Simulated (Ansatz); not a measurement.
A (111) slab of SnSe (Fm-3m (No. 225)), 7 planes, outer planes Sn (top) and Sn (bottom), with 7 atoms (Sn4Se3) in a surface cell of A = 15.307 Å², as cut from the bulk:

```xyz
7
Lattice="4.2041 0.0000 0.0000 -2.1021 3.6409 0.0000 0.0000 0.0000 25.2979" Properties=species:S:1:pos:R:3 pbc="T T T"
Sn    2.1021    1.2136    7.5000
Se    0.0000    0.0000    9.2163
Sn    0.0000    2.4272   10.9326
Se    2.1021    1.2136   12.6490
Sn    0.0000    0.0000   14.3653
Se    0.0000    2.4272   16.0816
Sn    2.1021    1.2136   17.7979
```

Theory: Ansatz, DFT PBEsol, scalar-relativistic, plane waves, PAW. Plane waves to 420 eV, a k mesh through Γ of 9×9×1 on the computed 7-atom cell and Gaussian smearing (0.05 eV); no spin polarisation.

The relaxed slab holds 3 formula units of SnSe and 1 further Sn. Against those formula units in the bulk and the further Sn in its standard state it lies 1.893 eV higher. The formation energy of SnSe from the standard states is -0.874 eV a formula unit (uncorrected, no zero-point or thermal terms).

Task: Over what range can the chemical potential of Sn vary, and what is the surface energy at both ends?

Result: In contact with the bulk, μ(Sn) + μ(Se) is fixed. With Δμ counted from the standard states, Δμ(Sn) ≤ 0 keeps elemental Sn from forming, and Δμ(Se) ≤ 0 requires Δμ(Sn) ≥ ΔH = -0.874 eV. Other compounds of Sn and Se can narrow this range. Then γ, the mean of both faces, = [1.893 eV − 1.00·Δμ(Sn)]/(2A). At the Sn-rich end (Δμ = 0): 1.893/(2 × 15.307) × 16.02 = 0.99 J/m². At the Sn-poor end: (1.893 + 0.874)/(2 × 15.307) × 16.02 = 1.45 J/m².

Task: How does its energy depend on growth conditions?

Result: It carries an excess of Sn, so its energy falls by 0.52 J/m² for each eV that μ(Sn) rises: Sn-rich conditions lower it; whether it appears depends on the other terminations.

The smearing is narrow for a metal on this mesh.

The reference crystal is the rock-salt form of SnSe, which isn't its usual structure.